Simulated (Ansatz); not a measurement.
# CdSe (Cadmoselite) (P6_3mc) in Ansatz: a series of runs

The runs below take CdSe (Cadmoselite) through relaxation of cell and atoms, single point, with revPBE, PBE.

Program: Ansatz 0.2.0. These are calculated values, not measurements. Logs are shortened: lines on timing, memory, paths and dates and some standing lists are left out, and cuts for length are marked.

**Measured values to compare with.**

A printed reference work, data compilation reports, for a bulk crystal of CdSe at 2 K: band gap 1.841 eV.

How close the calculation comes is told below.

## (1) The crystal as given

It takes space group P6_3mc (No. 186, hexagonal). The conventional cell has a = 4.300 Å, b = 4.300 Å, c = 7.020 Å, α = 90.00°, β = 90.00°, γ = 120.00°. Cd (site symmetry 3m) is surrounded by 4 Se at 2.61 to 2.70 Å. Se (site symmetry 3m) has 4 Cd at 2.61 to 2.70 Å as nearest neighbours.

## (2) Relaxation of cell and atoms, revPBE

Contents of input.yaml:

```yaml
crystal:
  lattice:
    - [4.3, 0.0, 0.0]
    - [-2.15, 3.7239092363, 0.0]
    - [0.0, 0.0, 7.02]
  atoms:
    - { symbol: Cd, position: [0.6666666667, 0.3333333333, 0.5] }
    - { symbol: Cd, position: [0.3333333333, 0.6666666667, 0.0] }
    - { symbol: Se, position: [0.6666666667, 0.3333333333, 0.885] }
    - { symbol: Se, position: [0.3333333333, 0.6666666667, 0.385] }
hamiltonian:
  xc: revpbe
  pseudopotentials: { kind: paw }
kpoints:
  mp_grid: { grid: [7, 7, 4] }
scf:
  occupations: { method: fermi_dirac, width: 0.05 }
output:
  forces: true
  stress: true
relax:
  f_tol: 0.01
  max_steps: 40
  cell: { stress_tol: 0.05 }
```

Potentials or basis: Ansatz PAW.

The run is started by

```
> ansatz run input.yaml --threads 2 --pin off --max-ram 5632MiB --backend cpu --events-out ev --progress --plain --runs-dir out
```

Log:

```text
Warning: RAYON_NUM_THREADS=2 ignored (pool sized by the plan → 2); use --threads N
Engine: ansatz 0.2.0, x86_64-unknown-linux-gnu
Pseudopotentials: kind: paw
Pseudopotential: Cd, paw, valence charge 20, recommended cutoff 420 eV (normal), Cd.paw.azcp
Pseudopotential: Se, paw, valence charge 16, recommended cutoff 420 eV (normal), Se.paw.azcp
Functional definition: revPBE
  parameter kappa = 1.245
  parameter beta = 0.06672455060314922
  exchange = pbe_x(kappa = kappa, mu = beta*pi^2/3)
  correlation = pbe_c(beta = beta)
Crystal: 4 atoms, lattice volume = 112.410 Å³
Basis set: ecut = 420 eV, 2189 PW (Γ), exchange–correlation on 60×60×96 points (8 copies of the dense FFT grid, shifted against one another)
Bands: 44, of which v1, the nominal top of the filled ones, is band 36 counted from 1 (35 counted from 0)
Symmetry: 12 space group operations
Space group: P63mc (ITA 186), of the structure as read, at distance tolerance 4.8e-5 Å
k-points: 24 of 196 (time reversal used)
Non-local potential: Cd, projectors of the file, l = 0: 3, l = 1: 2, l = 2: 2, l = 3: 1
Non-local potential: Se, projectors of the file, l = 0: 2, l = 1: 2, l = 2: 3, l = 3: 1
PAW form: soft (Blöchl's): semilocal exchange-correlation on the pseudo side does not see the compensation charge
PAW frozen core: Cd, regenerated for the run's functional, and the local potential with it (the file was generated under x = pbe(κ = 0.804, μ = 0.2195149727645171), c = pbe(β = 0.06672455060314922))
PAW frozen core: Se, regenerated for the run's functional, and the local potential with it (the file was generated under x = pbe(κ = 0.804, μ = 0.2195149727645171), c = pbe(β = 0.06672455060314922))
PAW one-centre angular grid: Cd, 590 points (default); XC on 64 Gauss nodes
PAW one-centre angular grid: Se, 590 points (default); XC on 64 Gauss nodes
Initial density: superposition of atomic densities (neutral atoms: chi_scale 0, normalization atom), corrected by the library's trained network
Initial wavefunctions: pseudopotential atomic-orbital guess
Functional: x = revpbe(κ = 1.245, μ = 0.2195149727645171), c = pbe(β = 0.06672455060314922)
SCF iter   1: F=—  HF=-27469.889804 eV  |F-HF|=—  |Δ(HF+E_count)|=         —  Δρ=2.12e-3  dr2=3.83e-3  ethr=1.77e-3  ⟨swp⟩=6.5  Hψ=3916  notcnv=0  defer=10
preconditioner: auto → Resta (q_TF=auto, 2.533 Å⁻¹)  ε∞=3.9  [insulator: Δε(μ)=0.828 eV  Ē_g=12.256 eV  σ=0.050 eV  W_gap=1.00  n_scr=34 (ndim 8)  ℏωp=21.0 eV  f_vac=0.201  D(μ)=0.00/eV (n_scr^D=0)  ε∞_Penn≈3.9]
SCF iter   2: F=—  HF=-27469.890382 eV  |F-HF|=—  |Δ(HF+E_count)|=   5.78e-4  Δρ=6.67e-4  dr2=3.42e-4  ethr=5.32e-6  ⟨swp⟩=2.8  Hψ=2222  notcnv=0  defer=24
SCF iter   3: F=—  HF=-27469.890492 eV  |F-HF|=—  |Δ(HF+E_count)|=   1.10e-4  Δρ=3.22e-4  dr2=1.01e-4  ethr=4.75e-7  ⟨swp⟩=2.0  Hψ=1078  notcnv=0  defer=24
SCF iter   4: F=—  HF=-27469.890566 eV  |F-HF|=—  |Δ(HF+E_count)|=   7.37e-5  Δρ=5.58e-5  dr2=4.93e-6  ethr=1.40e-7  ⟨swp⟩=2.0  Hψ=1416  notcnv=0  defer=24
SCF iter   5: F=—  HF=-27469.890596 eV  |F-HF|=—  |Δ(HF+E_count)|=   3.03e-5  Δρ=3.02e-5  dr2=1.62e-6  ethr=6.85e-9  ⟨swp⟩=2.0  Hψ=1656  notcnv=0  defer=24
SCF iter   6: F=—  HF=-27469.890600 eV  |F-HF|=—  |Δ(HF+E_count)|=   3.27e-6  Δρ=1.23e-5  dr2=2.47e-7  ethr=2.25e-9  ⟨swp⟩=2.0  Hψ=1656  notcnv=0  defer=24
SCF iter   7: F=-27469.890601 eV  HF=-27469.890601 eV  |F-HF|=7.44e-8  |Δ(HF+E_count)|=   1.38e-6  Δρ=2.95e-6  dr2=9.99e-9  ethr=1.39e-10  ⟨swp⟩=4.8  Hψ=3358  notcnv=0
SCF 1 converged in 7 iterations: F = -27469.890601 eV  dr2 = 9.99e-9
relax step   1: F+E_penalty+E_count = -27469.89060112 eV  Δ(F+E_penalty+E_count) = +0.000e0 eV  max|allowed force component| = 2.856e-1 eV/Å  Δτ_max = 0.0000 Å  P = +4.461 GPa  Ω = 112.410 Å³  (7 SCF iters, dr2 threshold 1.00e-7 eV, accepted)
Crystal: 4 atoms, lattice volume = 125.564 Å³
Basis set: ecut = 420 eV, 2491 PW (Γ), exchange–correlation on 60×60×96 points (8 copies of the dense FFT grid, shifted against one another)
Initial density: handed on by an earlier stage of this run
Initial wavefunctions: those handed on with the density
iter 1 solved again at ethr=3.78e-5 eV; its pass at ethr=3.10e-3 eV (dr2=2.72e-2 eV) is discarded
SCF iter   1: F=—  HF=-27470.035950 eV  |F-HF|=—  |Δ(HF+E_count)|=         —  Δρ=4.12e-3  dr2=2.69e-2  ethr=3.78e-5  ⟨swp⟩=2.2  Hψ=6042  notcnv=0
preconditioner: auto → Resta (q_TF=auto, 2.487 Å⁻¹)  ε∞=3.9  [insulator: Δε(μ)=0.632 eV  Ē_g=11.738 eV  σ=0.050 eV  W_gap=1.00  n_scr=34 (ndim 8)  ℏωp=19.9 eV  f_vac=0.244  D(μ)=0.00/eV (n_scr^D=0)  ε∞_Penn≈3.9]
[... 20 lines left out ...]
relax step   3: F+E_penalty+E_count = -27470.03773957 eV  Δ(F+E_penalty+E_count) = -8.573e-3 eV  max|allowed force component| = 2.874e-2 eV/Å  Δτ_max = 0.0060 Å  P = -0.164 GPa  Ω = 123.309 Å³  energy of the carried Pulay correction = -2.202e-3 eV  (6 SCF iters, dr2 threshold 4.00e-7 eV, accepted)
Crystal: 4 atoms, lattice volume = 122.818 Å³
Basis set: ecut = 420 eV, 2383 PW (Γ), exchange–correlation on 60×60×96 points (8 copies of the dense FFT grid, shifted against one another)
iter 1 solved again at ethr=3.58e-7 eV; its pass at ethr=3.10e-3 eV (dr2=2.58e-4 eV) is discarded
SCF iter   1: F=—  HF=-27470.038423 eV  |F-HF|=—  |Δ(HF+E_count)|=         —  Δρ=4.99e-4  dr2=2.28e-4  ethr=3.58e-7  ⟨swp⟩=2.0  Hψ=4624  notcnv=0
preconditioner: auto → Resta (q_TF=auto, 2.496 Å⁻¹)  ε∞=3.9  [insulator: Δε(μ)=0.602 eV  Ē_g=11.860 eV  σ=0.050 eV  W_gap=0.99  n_scr=34 (ndim 8)  ℏωp=20.1 eV  f_vac=0.229  D(μ)=0.00/eV (n_scr^D=0)  ε∞_Penn≈3.9]
SCF iter   2: F=—  HF=-27470.038361 eV  |F-HF|=—  |Δ(HF+E_count)|=   6.23e-5  Δρ=2.26e-4  dr2=4.22e-5  ethr=3.16e-7  ⟨swp⟩=2.0  Hψ=1409  notcnv=0
SCF iter   3: F=—  HF=-27470.038342 eV  |F-HF|=—  |Δ(HF+E_count)|=   1.89e-5  Δρ=4.29e-5  dr2=2.79e-6  ethr=5.86e-8  ⟨swp⟩=2.0  Hψ=1728  notcnv=0
SCF iter   4: F=—  HF=-27470.038343 eV  |F-HF|=—  |Δ(HF+E_count)|=   1.81e-6  Δρ=2.30e-5  dr2=7.03e-7  ethr=3.88e-9  ⟨swp⟩=2.0  Hψ=1488  notcnv=0
SCF iter   5: F=-27470.038344 eV  HF=-27470.038344 eV  |F-HF|=1.80e-7  |Δ(HF+E_count)|=   4.15e-7  Δρ=6.44e-6  dr2=7.06e-8  ethr=2.55e-10  ⟨swp⟩=4.8  Hψ=3809  notcnv=0
SCF 4 converged in 5 iterations: F = -27470.038344 eV  dr2 = 7.06e-8
relax step   4: F+E_penalty+E_count = -27470.03834399 eV  Δ(F+E_penalty+E_count) = -6.044e-4 eV  max|allowed force component| = 1.225e-4 eV/Å  Δτ_max = 0.0040 Å  P = -0.008 GPa  Ω = 122.818 Å³  energy of the carried Pulay correction = -2.110e-3 eV  (5 SCF iters, dr2 threshold 1.84e-7 eV, accepted)
Basis set: ecut = 420 eV, 2383 PW (Γ), exchange–correlation on 60×60×100 points (8 copies of the dense FFT grid, shifted against one another)
Initial wavefunctions: pseudopotential atomic-orbital guess (no wavefunctions were taken with the density)
iter 1 solved again at ethr=1.98e-7 eV; its pass at ethr=3.10e-3 eV (dr2=1.43e-4 eV) is discarded
SCF iter   1: F=—  HF=-27470.004703 eV  |F-HF|=—  |Δ(HF+E_count)|=         —  Δρ=7.70e-4  dr2=4.80e-5  ethr=1.98e-7  ⟨swp⟩=3.0  Hψ=6540  notcnv=0
preconditioner: auto → Resta (q_TF=auto, 2.496 Å⁻¹)  ε∞=3.9  [insulator: Δε(μ)=0.611 eV  Ē_g=11.865 eV  σ=0.050 eV  W_gap=0.99  n_scr=34 (ndim 8)  ℏωp=20.1 eV  f_vac=0.229  D(μ)=0.00/eV (n_scr^D=0)  ε∞_Penn≈3.9]
SCF iter   2: F=—  HF=-27470.030042 eV  |F-HF|=—  |Δ(HF+E_count)|=   2.53e-2  Δρ=3.87e-4  dr2=6.19e-6  ethr=6.67e-8  ⟨swp⟩=2.2  Hψ=1645  notcnv=0
SCF iter   3: F=—  HF=-27470.038559 eV  |F-HF|=—  |Δ(HF+E_count)|=   8.52e-3  Δρ=1.53e-4  dr2=2.29e-6  ethr=8.60e-9  ⟨swp⟩=3.0  Hψ=2070  notcnv=0
SCF iter   4: F=—  HF=-27470.040057 eV  |F-HF|=—  |Δ(HF+E_count)|=   1.50e-3  Δρ=3.55e-5  dr2=5.63e-7  ethr=3.18e-9  ⟨swp⟩=2.0  Hψ=1489  notcnv=0
SCF iter   5: F=—  HF=-27470.040130 eV  |F-HF|=—  |Δ(HF+E_count)|=   7.22e-5  Δρ=7.18e-6  dr2=7.41e-8  ethr=7.82e-10  ⟨swp⟩=2.0  Hψ=1729  notcnv=0
SCF iter   6: F=—  HF=-27470.040132 eV  |F-HF|=—  |Δ(HF+E_count)|=   1.91e-6  Δρ=1.86e-6  dr2=8.07e-9  ethr=1.03e-10  ⟨swp⟩=2.0  Hψ=1489  notcnv=0
SCF iter   7: F=—  HF=-27470.040132 eV  |F-HF|=—  |Δ(HF+E_count)|=   1.14e-8  Δρ=7.88e-7  dr2=1.16e-9  ethr=1.12e-11  ⟨swp⟩=2.0  Hψ=1489  notcnv=0
SCF iter   8: F=—  HF=-27470.040132 eV  |F-HF|=—  |Δ(HF+E_count)|=   1.42e-9  Δρ=1.50e-7  dr2=4.07e-11  ethr=1.61e-12  ⟨swp⟩=2.0  Hψ=1489  notcnv=0
SCF iter   9: F=-27470.040132 eV  HF=-27470.040132 eV  |F-HF|=1.46e-11  |Δ(HF+E_count)|=  2.33e-10  Δρ=3.64e-8  dr2=1.65e-12  ethr=1.00e-12  ⟨swp⟩=4.3  Hψ=3338  notcnv=0
SCF 5 converged in 9 iterations: F = -27470.040132 eV  dr2 = 1.65e-12
relax step   5: F+E_penalty+E_count = -27470.04013159 eV  Δ(F+E_penalty+E_count) = -1.788e-3 eV  max|allowed force component| = 1.284e-4 eV/Å  Δτ_max = 0.0000 Å  P = -0.020 GPa  Ω = 122.818 Å³  stress off target by 2.35e-2 GPa  SCF on the basis re-selected at this cell (its energy is not comparable with the rows above)  (9 SCF iters)
basis re-selected at this cell: Δ(F+E_penalty+E_count) = -1.788e-3 eV, ΔP = -0.012 GPa vs the last step (what re-selecting the basis moved, of the pressure what is left beyond the Pulay correction that the steps carried, after the strain that the cell walked since its last selection, with what the two solves' SCF thresholds leave and, on support functions, any second-order correction that the steps lacked; it is no measure of the basis error at this ecutwfc). The dense FFT grid was sized anew with the basis: this SCF ran on 30×30×50 points, the steps before it on 30×30×48, so part of this shift can come from that change (see relax.cell in the input reference). This SCF's stress stands 2.35e-2 GPa from its target on what of the cell is left free (relax.cell.stress_tol is 5.00e-2 GPa) and its largest allowed force component is 1.28e-4 eV/Å (relax.f_tol is 1.00e-2 eV/Å): within both
SCF converged after 9 iterations
Free energy (F): -27470.040132 eV
Harris-Foulkes:  -27470.040132 eV  (|F-HF|=1.46e-11)
Internal energy: -27470.040096 eV  (E = F + TS)
E sigma→0 (E₀):  -27470.040114 eV
Entropy (-TS):   -0.000036 eV (-0.009 meV/atom)
Fermi energy:    6.710012 eV
--- Per-component energies (eV) ---
  E_band       = -1844.838725
  E_kinetic    = 1244.460539
  E_local      = -13179.654434  (includes V_loc(G=0)·N_el)
  E_nonlocal   = -1127.974357
  E_hartree    = 6248.234113
  E_xc         = -561.267613
  E_vxc        = -637.433667  (∫ρ·V_xc dr)
  E_paw        = -12009.621810  (= ΣΔE_a)
  E_vpaw       = -640.703785  (= ΣTr[D̂ρ^β])
  E_aug_tail   = -0.001220  (compensation charges beyond the density's cutoff)
  E_ewald      = -8083.659493
  E_core_change = -0.555820  (= ΣΔE_core)
  E_smearing   = -0.000036  (= −TS)
  E_closure    = 0.000000  (closes the sum)
  Σ components = -27470.040132   (vs F -27470.040132, Δ=0.00e0)
--- Forces (eV/Å), atoms counted from 1 ---
  atom   1  Cd     0.00000000     0.00000000     0.00012856
  atom   2  Cd    -0.00000000    -0.00000000     0.00012856
  atom   3  Se     0.00000000     0.00000000    -0.00012828
  atom   4  Se     0.00000000    -0.00000000    -0.00012828
  max |Σ_I F_I| component: 5.65e-7 eV/Å
--- Stress (GPa, compression-positive) ---
       -0.018966       0.000000       0.000000
       -0.000000      -0.018966      -0.000000
        0.000000      -0.000000      -0.023531
  P = ⅓ Tr σ = -0.0205 GPa (-0.205 kbar)
--- Relaxed structure (4 steps of the walk, 4 accepted, 1 SCFs on fresh bases) ---
  F+E_penalty+E_count = -27470.04013159 eV   max|allowed force component| = 1.284e-4 eV/Å   (the final SCF, on the basis selected at the relaxed cell)
  cell:  # Å, volume = 122.8177 Å³
    - [4.429526022892751, 0.0, 0.0]
    - [-2.2147630114463754, 3.8360820625493726, 0.0]
    - [0.0, 3.7352079279426194e-34, 7.227962197070561]
  atoms:
    - { symbol: Cd, position: [0.6666666666666666, 0.3333333333333333, 0.50455965626019] }
    - { symbol: Cd, position: [0.3333333333333333, 0.6666666666666666, 0.004559656260189913] }
    - { symbol: Se, position: [0.6666666666666666, 0.3333333333333333, 0.8804403437398102] }
    - { symbol: Se, position: [0.3333333333333333, 0.6666666666666666, 0.38044034373981017] }
```

Wall time 45 s (2 threads of Intel Xeon at 2.50GHz (Skylake/Cascade Lake), shared host); peak memory 0.46 GiB.

What came out:

```yaml
Free_energy: -27470.0401 eV
Relaxed_volume: 30.70 Å³/atom
Relaxed_cell: a = 4.430 Å, b = 4.430 Å, c = 7.228 Å, α = 90.00°, β = 90.00°, γ = 120.00°
Space_group_after_relaxing_to_0.05_Å: P6_3mc (No. 186)
Energy_gained_by_relaxing: 37.4 meV/atom
Ionic_steps: 5
Pressure_after_relaxing: 0.0 GPa
Band_gap_on_the_k_mesh: 0.60 eV
```

Step by step:
```tsv
step	energy change (eV)	largest force (eV/Å)	volume (Å³)
1	0.0000	0.2856	112.41
2	-0.1386	0.0595	125.56
3	-0.1471	0.0288	123.31
4	-0.1477	0.0001	122.82
5	-0.1495	0.0001	122.82
```

Final structure:
```
Cd Se
1.0
     4.42953    0.00000    0.00000
    -2.21476    3.83608    0.00000
     0.00000    0.00000    7.22796
Cd Se
2 2
Cartesian
  2.2148 1.2787 3.6469
  0.0000 2.5574 0.0330
  2.2148 1.2787 6.3638
  0.0000 2.5574 2.7498
```

Caveat: odd divisions of the mesh miss points on the zone boundary, where band edges often lie, so the gap on the mesh can be too wide; the plane-wave basis is chosen anew once the cell has moved, so the energies of steps on either side of that aren't comparable; the PAW data sets come from PBE, with cores solved anew for the run's functional, which leaves a small shift of forces and pressure. revPBE gives volumes clearly too large for solids.

[end of part 1 of 2]
